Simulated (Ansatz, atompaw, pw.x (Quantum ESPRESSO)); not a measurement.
**zirconium: one change to the PAW (atompaw) potential, in the atom and in the fcc crystal**

```json
{
 "Element": "Zr (Z = 40)",
 "Generator": "atompaw 4.2.0.5",
 "Type": "PAW",
 "Functional": "PBE",
 "Relativity": "scalar-relativistic",
 "Frozen core": "[Kr]",
 "Valence charge": "4",
 "Reference configuration": "4d2 5s2 5p0",
 "Partial waves": "5s (bound): rc 3.00 bohr; 5s channel at 0.05 Ry: rc 3.00 bohr; 5p (bound, empty): rc 3.00 bohr; 5p channel at 0.45 Ry: rc 3.00 bohr; 4d (bound): rc 2.95 bohr; 4d channel at 0.2 Ry: rc 3.00 bohr; 4f channel at 0.05 Ry: rc 3.00 bohr",
 "Local potential": "bessel scheme, radius 2.00 bohr",
 "Core correction": "smooth core density matched at 1.95 bohr",
 "Augmentation charge": "besselshape compensation charge, radius 2.50 bohr; PAW radius 3.00 bohr; waves and projectors: custom polynom2 7 10 vanderbiltortho"
}
```

Change: local potential bessel scheme, radius 2.48 bohr.

Cutoffs, loose and tight: the cutoffs (Ry, on a coarse ladder) from which the occupation-weighted sum of valence levels, in a spherical-Bessel basis at the reference potential, stays within 10 and 1 mRy of its value at 400 Ry. They see the waves, projectors and local potential, not the compensation charge or the core.

Crystal test: fcc Zr in pw.x 7.5, no spin, 13³ k-points, Fermi–Dirac smearing 0.01 Ry, cutoffs set for each file from its atomic test. The reference is all-electron LAPW (Ansatz 0.2.0) with the same functional, mesh and smearing; V0 and B0 come from Birch–Murnaghan fits to the pressures at five volumes. Errors are pseudo minus all-electron; Δ is the rms difference of the E(V) curves that follow from these fits, minima aligned, over ±6 % about the mean V0. Mesh and smearing are coarse, so the numbers serve the comparison and aren't converged zero-temperature values; the lattice is a test structure that the element need not adopt.

All-electron: a0 = 4.534 Å (V0 = 23.31 Å³/atom), B0 = 89.0 GPa.

**Question.** Does the change bring the crystal closer to the all-electron result?

**Answer.** The mean pressure error goes from +1.01 to +1.29 GPa, so the change moves the solid further from the all-electron pressures.

| quantity | base | changed |
| --- | --- | --- |
| outcome (atom) | generated | generated |
| cutoff, loose (atom) | 12 Ry | 12 Ry |
| cutoff, tight (atom) | 35 Ry | 35 Ry |
| bound ghosts (atom) | none | none |
| cutoffs in pw.x (Ry) | 45/450 | 45/450 |
| a0 (Å) | 4.550 | 4.554 |
| a0 error (%) | +0.34 | +0.44 |
| B0 error (%) | +4.4 | +4.6 |
| Δ (meV/atom) | 4.9 | 6.2 |
| mean pressure error (GPa) | +1.01 | +1.29 |

 The atomic cutoffs weigh occupied waves only.
